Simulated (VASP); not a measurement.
# Sr2H3I: time-dependent DFT spectra, part 2 of 3

Which functionals bind an exciton in Sr2H3I? The cell has space group P-3m1, a computed entry that need not be the common form of this compound. The start is a computed cell from the Materials Project.

VASP 6.6.1, plane waves and PAW; the level of theory is named at each step.

So far. Step 2 (Relaxation): At LDA, with these data sets, the largest force is down to 0.0017 eV/Å.

**4. Empty bands, functional LDA**

Level of this step: LDA; plane waves and PAW (I, Sr_sv, H) (VASP).

ALGO = Exact diagonalises the converged Hamiltonian in one step, and LOPTICS writes the k-derivatives of the orbitals (WAVEDER), which give the transition dipoles.

INCAR

```
SYSTEM = Sr2H3I
PREC = Accurate
ENCUT = 300
ISMEAR = 0
SIGMA = 0.01
LREAL = .FALSE.
GGA = CA
NBANDS = 32
ALGO = Exact
NELM = 1
LWAVE = .TRUE.
LCHARG = .FALSE.
LOPTICS = .TRUE.
NEDOS = 1000
CSHIFT = 0.1
```

POSCAR

```
Sr2H3I
1.0
    4.2427287671      0.0000000000      0.0000000000
   -2.1213643835      3.6743108937      0.0000000000
    0.0000000000      0.0000000000      7.6827474300
I Sr H
1 2 3
Direct
    0.0000000000      0.0000000000      0.0000000000
    0.6666666700      0.3333333300      0.6786412281
    0.3333333300      0.6666666700      0.3213587719
    0.0000000000      0.0000000000      0.5000000000
    0.6666666700      0.3333333300      0.3595851696
    0.3333333300      0.6666666700      0.6404148304
```

KPOINTS

```
Automatic mesh
0
Gamma
3 3 2
0 0 0
```

PAW data sets: I, Sr_sv and H (PBE family, release 64).

Started as:

```console
> mpirun -np 4 vasp_std
```

Log:

```text
[banner, memory and clock lines left out]
running    4 mpi-ranks, on    1 nodes
 distrk:  each k-point on    4 cores,    1 groups
 distr:  one band on    1 cores,    4 groups

 POSCAR found type information on POSCAR I SrH
 POSCAR found :  3 types and       6 ions
 [... a notice as in an earlier step ...]

 LDA part: xc-table for (Slater(with rela. corr.)+CA(PZ))
 , standard interpolation
 found WAVECAR, reading the header
  number of bands has changed, file:    22 present:    32
  trying to continue reading WAVECAR, but it might fail
 POSCAR, INCAR and KPOINTS ok, starting setup
 FFT: planning ... GRIDC
 FFT: planning ... GRID_SOFT
 FFT: planning ... GRID
 reading WAVECAR
 random initialization beyond band           22
 the WAVECAR file was read successfully
 initial charge from wavefunction
 entering main loop
       N       E                     dE             d eps       ncg     rms          rms(c)
DIA:   1    -0.212271990105E+02   -0.21227E+02    0.00000E+00     0   0.000E+00
   1 F= -.21227199E+02 E0= -.21227199E+02  d E =-.396633E-31
 writing wavefunctions
 optical routines
 imaginary and real dielectric function
 recalculating local potential from charge density
 direction            1
 direction            2
 direction            3
```

Wall time 7.2 s (4 MPI ranks of AMD EPYC 9R45, shared host); peak memory 0.7 GiB; 24 s of CPU time.

Parts of OUTCAR (step 4):

```text
The static configuration has the point symmetry D_3d.

 Found      6 irreducible k-points:

   k-points           NKPTS =      6   k-points in BZ     NKDIM =      6   number of bands    NBANDS=     32

   NELECT =      30.0000    total number of electrons

 E-fermi :   3.1592

 k-point     1 :       0.0000    0.0000    0.0000
  band No.  band energies     occupation
    ...
     11      -1.8160      2.00000
     12       0.4974      2.00000
     13       0.5277      2.00000
     14       0.5277      2.00000
     15       2.9664      2.00000
     16       5.5689      0.00000
     17       5.6278      0.00000
     18       5.6278      0.00000
     19       5.7089      0.00000
     20       5.7089      0.00000
    ...

 k-point     2 :       0.3333   -0.0000    0.0000
  band No.  band energies     occupation
    ...
     11      -1.1308      2.00000
     12      -0.5729      2.00000
     13       0.0948      2.00000
     14       0.2099      2.00000
     15       1.0945      2.00000
     16       5.6326      0.00000
     17       5.9755      0.00000
     18       6.0697      0.00000
     19       6.2255      0.00000
     20       6.7804      0.00000
    ...

  Total       -2.3055420     -2.3055420     -2.6539497     -0.0000000      0.0000000      0.0000000
  in kB      -30.8422385    -30.8422385    -35.5030405     -0.0000000      0.0000000      0.0000000
  external PRESSURE =     -32.3958392 kB  Pullay stress =       0.0000000 kB

 POSITION                                       TOTAL-FORCE (eV/Angst)
 -----------------------------------------------------------------------------------
      0.00000      0.00000      0.00000         0.000000      0.000000      0.000000
      2.12136      1.22477      5.21383         0.000000     -0.000000      0.051172
     -0.00000      2.44954      2.46892        -0.000000      0.000000     -0.051172
      0.00000      0.00000      3.84137         0.000000      0.000000      0.000000
      2.12136      1.22477      2.76260         0.000000     -0.000000     -0.008097
     -0.00000      2.44954      4.92015         0.000000      0.000000      0.008097
 -----------------------------------------------------------------------------------
    total drift:                               -0.000000     -0.000000      0.000000

  FREE ENERGIE OF THE ION-ELECTRON SYSTEM (eV)
  ---------------------------------------------------
  free  energy   TOTEN  =       -21.2271990105 eV

  energy  without entropy=      -21.2271990105  energy(sigma->0) =      -21.22719901

 plasma frequency squared (from intraband transitions) (eV^2)
  --------------------------------------------------------------------------------------
       0.000       0.000       0.000
       0.000       0.000      -0.000
      -0.000       0.000       0.000

[... 7 parts as in an earlier step ...]

[... 5 further parts left out ...]
```

WAVECAR now holds 32 bands for 30 electrons. Its independent-particle dielectric tensor has xx, yy, zz = 6.7, 6.7, 5.1 on this mesh, which isn't tested for convergence in mesh or bands and lacks local fields.

**5. Casida equation on LDA**

This step: time-dependent LDA, Casida form; plane waves and PAW (I, Sr_sv, H) (VASP 6.6.1).

The Casida equation, in the Tamm-Dancoff approximation (ANTIRES = 0), couples the pairs by a local exchange-correlation kernel; a semilocal kernel is short-ranged. On this coarse mesh the spectra break into peaks of single stars of k points, and those at the smallest gap weigh too much.

INCAR

```
SYSTEM = Sr2H3I
PREC = Accurate
ENCUT = 300
ISMEAR = 0
SIGMA = 0.01
LREAL = .FALSE.
GGA = CA
NBANDS = 32
ALGO = TDHF
NBANDSO = 4
NBANDSV = 5
OMEGAMAX = 25
NEDOS = 1000
CSHIFT = 0.1
PRECFOCK = Fast
LWAVE = .FALSE.
LCHARG = .FALSE.
ANTIRES = 0
LFXC = .TRUE.
LADDER = .FALSE.
```

POSCAR is that of step 4.

KPOINTS is that of step 4.

Started as:

```console
> mpirun -np 4 vasp_std
```

Log:

```text
[banner, memory and clock lines left out]
running    4 mpi-ranks, on    1 nodes
 distrk:  each k-point on    4 cores,    1 groups
 distr:  one band on    1 cores,    4 groups

 POSCAR found type information on POSCAR I SrH
 POSCAR found :  3 types and       6 ions
|                                                                             |
|               ----> ADVICE to this user running VASP <----                  |
|                                                                             |
|     You enforced a specific xc type in the INCAR file but a different       |
|     [... a line on the potential file left out ...]
|     I HOPE YOU KNOW WHAT YOU ARE DOING!                                     |
|                                                                             |

|                                                                             |
|           W    W    AA    RRRRR   N    N  II  N    N   GGGG   !!!           |
|           W    W   A  A   R    R  NN   N  II  NN   N  G    G  !!!           |
|           W    W  A    A  R    R  N N  N  II  N N  N  G       !!!           |
|           W WW W  AAAAAA  RRRRR   N  N N  II  N  N N  G  GGG   !            |
|           WW  WW  A    A  R   R   N   NN  II  N   NN  G    G                |
|           W    W  A    A  R    R  N    N  II  N    N   GGGG   !!!           |
|                                                                             |
|     The default for ENCUTGWSOFT is different in this version of VASP.       |
|     please manually set ENCUTGWSOFT =200 in the INCAR file.                 |
|                                                                             |

 LDA part: xc-table for (Slater(with rela. corr.)+CA(PZ))
 , standard interpolation
 found WAVECAR, reading the header
 POSCAR, INCAR and KPOINTS ok, starting setup
 FFT: planning ... GRIDC
 FFT: planning ... GRID_SOFT
 FFT: planning ... GRID
 reading WAVECAR
 the WAVECAR file was read successfully
 initial charge from wavefunction
 available memory per node:     68.97 GB, setting MAXMEM to     70628

 The Fermi energy was updated, please check that it is located mid-gap
 values below the HOMO (VB) or above the LUMO (CB) will cause erroneous energies
 E-fermi :   3.9705

 the WAVEDER file was read successfully
 responsefunction array rank=     792
 LDA part: xc-table for (Slater(with rela. corr.)+CA(PZ))
 , standard interpolation

 min. memory requirement per mpi rank     51.4 MB, per node    205.4 MB

 Doing            0  frequencies on each core in blocks of            0
 parallelization over k-points
 Using distributed matrix
 Using distributed eigensolver
 allocating two-electron 4 orbital integral table    4    5    4    5
 BSE setting up matrix
 available memory per node:     68.96 GB, setting MAXMEM to     70619
 Calculate matrix elements of the BSE Hamiltonian:
 Workload is divided into blocks of two-electron 4 orbital integrals computed in
  parallel.
 Each block/integral has dimensions  of (   4,   5,   4,   5) orbitals
 Total number of blocks/integrals:                  171
 Number of spins:                                     1
 Number of kpoints:                                  18
 Spin channel:                                        1
  Number of blocks of unoccupied bands:               1
  Number of blocks of occupied bands:                 1
 Number of rows/columns of blocks:                   18

                                                        Time (sec)
               Integrals                 Ranks       Real         CPU
  [         1 -         72/       171]     4         0.08        0.00
  [        73 -        144/       171]     4         0.16        0.00
  [       145 -        171/       171]     4         0.20        0.00

 BSE redistributing all elements
 BSE diagonalizing matrix PDSYEVX_ZHEEVX_DESC
 BSE calculating oscillator strength
```

Run time: 1 s. Hardware: 4 MPI ranks; peak memory 0.4 GiB; 1.8 s of CPU time.

From OUTCAR (step 5):

```text
   k-points           NKPTS =      6   k-points in BZ     NKDIM =     18   number of bands    NBANDS=     32

   NELECT =      30.0000    total number of electrons

 E-fermi :   3.9705

[... 7 parts as in an earlier step ...]

[... 2 further parts left out ...]
```

This step gave:

- lowest excitation: 2.252 eV

The imaginary dielectric function has structure finer than the step of the table below, so its rows give means over 1 eV, whole bins alone (the curve runs from 0 to 25 eV). Peaks (eV: height): xx 2.4: 14.3, 2.8: 11.3, 5.0: 12.9, 6.2: 10.3, 6.9: 5.33; yy 2.4: 14.3, 2.8: 11.3, 5.0: 12.8, 6.2: 10.3, 6.9: 5.36; zz 4.6: 8.58, 5.2: 20.4, 6.6: 5.47.

From 4 filled and 5 empty bands alone, without any pair above OMEGAMAX = 25 eV, so strength is missing wherever others contribute; lines are broadened by CSHIFT, which also makes the tail under the first line. Table of imaginary dielectric function by photon energy; means over each step:

```
photon energy (eV)       xx       yy       zz
                 1    0.128    0.128   0.0317
                 2     3.96     3.96    0.569
                 3     3.59     3.59    0.192
                 4     1.02     1.02     1.64
                 5     8.85     8.84     9.38
                 6     6.39     6.38     4.89
                 7     2.89     2.96     3.72
                 8    0.946    0.966    0.339
                 9   0.0988   0.0996   0.0747
                10   0.0432   0.0437   0.0368
                11   0.0258   0.0260   0.0224
                12   0.0172   0.0174   0.0150
                13   0.0123   0.0124   0.0107
                14  0.00915  0.00922  0.00796
                15  0.00706  0.00708  0.00613
                16  0.00556  0.00560  0.00482
                17  0.00449  0.00451  0.00387
                18  0.00368  0.00369  0.00317
                19  0.00306  0.00307  0.00263
                20  0.00256  0.00258  0.00221
                21  0.00218  0.00220  0.00188
                22  0.00187  0.00189  0.00161
                23  0.00162  0.00162  0.00139
                24  0.00141  0.00142  0.00121
```

The lowest excitation lies at 2.252 eV, +5 meV against the direct gap of these orbitals. Peak heights aren't converged with the mesh, least of all at the onset.

**6. Orbitals for ground state at HSE06**

This step: LDA; plane waves and PAW (I, Sr_sv, H) (VASP 6.6.1).

A hybrid converges faster from good orbitals, so a cheap LDA run writes WAVECAR first.

INCAR

```
SYSTEM = Sr2H3I
PREC = Accurate
ENCUT = 300
EDIFF = 1E-05
NELM = 100
ISMEAR = 0
SIGMA = 0.01
LREAL = .FALSE.
ALGO = Normal
GGA = CA
NBANDS = 21
LORBIT = 11
LWAVE = .TRUE.
LCHARG = .FALSE.
KPAR = 2
NCORE = 2
```

POSCAR is that of step 5.

KPOINTS is that of step 5.

Started as:

```console
> mpirun -np 4 vasp_std
```

Log:

```text
[banner, memory and clock lines left out]
running    4 mpi-ranks, on    1 nodes
 distrk:  each k-point on    2 cores,    2 groups
 distr:  one band on    2 cores,    1 groups

 POSCAR found type information on POSCAR I SrH
 POSCAR found :  3 types and       6 ions
 [... a notice as in an earlier step ...]

 LDA part: xc-table for (Slater(with rela. corr.)+CA(PZ))
 , standard interpolation
 POSCAR, INCAR and KPOINTS ok, starting setup
 FFT: planning ... GRIDC
 FFT: planning ... GRID_SOFT
 FFT: planning ... GRID
 WAVECAR not read
 entering main loop
       N       E                     dE             d eps       ncg     rms          rms(c)
DAV:   1     0.113927262513E+03    0.11393E+03   -0.10150E+04   260   0.800E+02
DAV:   2    -0.117963885569E+02   -0.12572E+03   -0.12127E+03   324   0.208E+02
DAV:   3    -0.223336454774E+02   -0.10537E+02   -0.10478E+02   400   0.483E+01
DAV:   4    -0.227805016482E+02   -0.44686E+00   -0.44595E+00   384   0.891E+00
DAV:   5    -0.227872629237E+02   -0.67613E-02   -0.67611E-02   363   0.113E+00    0.247E+01
DAV:   6    -0.216529992474E+02    0.11343E+01   -0.11760E+00   272   0.504E+00    0.152E+01
DAV:   7    -0.212360468402E+02    0.41695E+00   -0.24948E+00   297   0.781E+00    0.274E+00
DAV:   8    -0.212293894841E+02    0.66574E-02   -0.39175E-01   337   0.282E+00    0.189E+00
DAV:   9    -0.212281297095E+02    0.12598E-02   -0.18766E-02   315   0.593E-01    0.930E-01
DAV:  10    -0.212273699165E+02    0.75979E-03   -0.64381E-03   302   0.405E-01    0.157E-01
DAV:  11    -0.212272394795E+02    0.13044E-03   -0.40472E-04   376   0.111E-01    0.815E-02
DAV:  12    -0.212272052371E+02    0.34242E-04   -0.14169E-04   331   0.599E-02    0.639E-02
DAV:  13    -0.212271991259E+02    0.61112E-05   -0.31891E-05   289   0.313E-02
   1 F= -.21227199E+02 E0= -.21227199E+02  d E =-.301813E-93
 writing wavefunctions
```

Elapsed: 1.4 s, on 4 MPI ranks; peak memory 0.43 GiB.

OUTCAR, selected parts (step 6):

```text
   k-points           NKPTS =      6   k-points in BZ     NKDIM =      6   number of bands    NBANDS=     21

   NELECT =      30.0000    total number of electrons

 E-fermi :   3.2223

 k-point     1 :       0.0000    0.0000    0.0000
  band No.  band energies     occupation
    ...
     11      -1.8164      2.00000
     12       0.4969      2.00000
     13       0.5274      2.00000
     14       0.5274      2.00000
     15       2.9657      2.00000
     16       5.5690      0.00000
     17       5.6276      0.00000
     18       5.6276      0.00000
     19       5.7085      0.00000
     20       5.7085      0.00000
    ...

  Total       -2.3009271     -2.3009271     -2.6476761     -0.0000000      0.0000000      0.0000000
  in kB      -30.7805035    -30.7805035    -35.4191157     -0.0000000      0.0000000      0.0000000
  external PRESSURE =     -32.3267076 kB  Pullay stress =       0.0000000 kB

 POSITION                                       TOTAL-FORCE (eV/Angst)
 -----------------------------------------------------------------------------------
      0.00000      0.00000      0.00000         0.000000      0.000000      0.000000
      2.12136      1.22477      5.21383         0.000000      0.000000      0.049270
     -0.00000      2.44954      2.46892        -0.000000      0.000000     -0.049270
      0.00000      0.00000      3.84137         0.000000      0.000000      0.000000
      2.12136      1.22477      2.76260         0.000000     -0.000000     -0.008088
     -0.00000      2.44954      4.92015        -0.000000      0.000000      0.008088
 -----------------------------------------------------------------------------------
    total drift:                               -0.000000     -0.000000      0.000000

  FREE ENERGIE OF THE ION-ELECTRON SYSTEM (eV)
  ---------------------------------------------------
  free  energy   TOTEN  =       -21.2271991259 eV

  energy  without entropy=      -21.2271991259  energy(sigma->0) =      -21.22719913

[... 8 parts as in an earlier step ...]

[... 8 further parts left out ...]
```

Numbers from this step:

| Property | Result |
| --- | --- |
| Fermi energy | 3.222 eV |
| pressure | -3.233 GPa |
| gap on the k-mesh | 1.784 eV |
| least direct gap on the k-mesh | 2.248 eV |

The run ends at a pressure of -3.23 GPa, with forces up to 0.049 eV/Å.

(Continued in part 3 of 3.)

[Lines on the potential files, build, host, timing and source positions are cut from VASP's logs without a mark.]

[Logs are printed without paths, hosts, clocks, repeated set-up lines and the standing remarks that a program may print on its own settings, such as how far it seeks lower states.]

[Hosts, paths, dates, database ids (printed as entryN), source tags and the programs' standing remarks are cut or masked in the printed files.]

[Pressures printed for these runs are not shown converged in the cutoff: they can be off by several GPa and have the wrong sign.]
